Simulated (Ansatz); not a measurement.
BeS in Ansatz: the effect of functional

Crystal: BeS.

```
CELL_PARAMETERS angstrom
0.00000 2.42500 2.42500
2.42500 0.00000 2.42500
2.42500 2.42500 0.00000
ATOMIC_POSITIONS crystal
S 0.75000 0.75000 0.75000
Be 0.00000 0.00000 0.00000
```

Alike in all runs:

```yaml
Program: Ansatz 0.2.0
Task: single point
Potentials_or_basis: all-electron PAW datasets made for the crystal
k_mesh: 6 × 6 × 6
Occupations: fermi-dirac, width 0.05 eV
Spin: no spin polarisation
```

```csv
functional,cutoff,gap on the mesh (eV),pressure (GPa)
PBEsol,280 eV (chosen from the basis error),2.93,-0.7
HSE06,310 eV (chosen from the basis error),4.06,0.2
PBE0,310 eV (chosen from the basis error),?,?
```

Task: What does the run with functional PBE0 give?

Result: gap on the mesh 4.77 eV; pressure 0.2 GPa.

A k mesh can miss the band edges.
